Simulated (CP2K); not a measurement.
**SrO in CP2K: the effect of functional**

Crystal: SrO.

```
Sr O
1.0
     3.62930    0.00000    0.00000
     1.81465    3.14306    0.00000
     1.81465    1.04769    2.96331
Sr O
1 1
Direct
  0.50000 0.50000 0.50000
  0.00000 0.00000 0.00000
```

Alike in all runs:

- Program: CP2K 2026.2
- Task: single point
- Potentials or basis: POTENTIAL_UZH Sr GTH-PBE-q10, O GTH-PBE-q6; TZVP-MOLOPT-PBE-GTH basis
- Density cutoff: 12245 eV
- k mesh: 9 × 9 × 9
- Occupations: fermi-dirac, width 0.05 eV
- Spin: no spin polarisation

Question: One run gave: gap on the mesh 3.78 eV; pressure 6.9 GPa. Which functional did it use?
A. OLYP
B. M06-L
C. LDA
D. PW91
E. PBE

Answer: A.

```tsv
functional	gap on the mesh (eV)	pressure (GPa)
PBE	3.52	4.7
LDA	3.39	-1.5
OLYP	3.78	6.9
rev-vdW-DF2	3.50	2.9
PW91	3.53	4.3
M06-L	3.66	4.7
```

Caveats: an odd mesh through Γ misses points on the zone boundary, where band edges often lie; the basis of atomic orbitals isn't converged, which shifts pressures, moduli and gaps; the potentials were made for another functional, which shifts forces and pressure (some runs).

Not every run made on this cell is shown here.
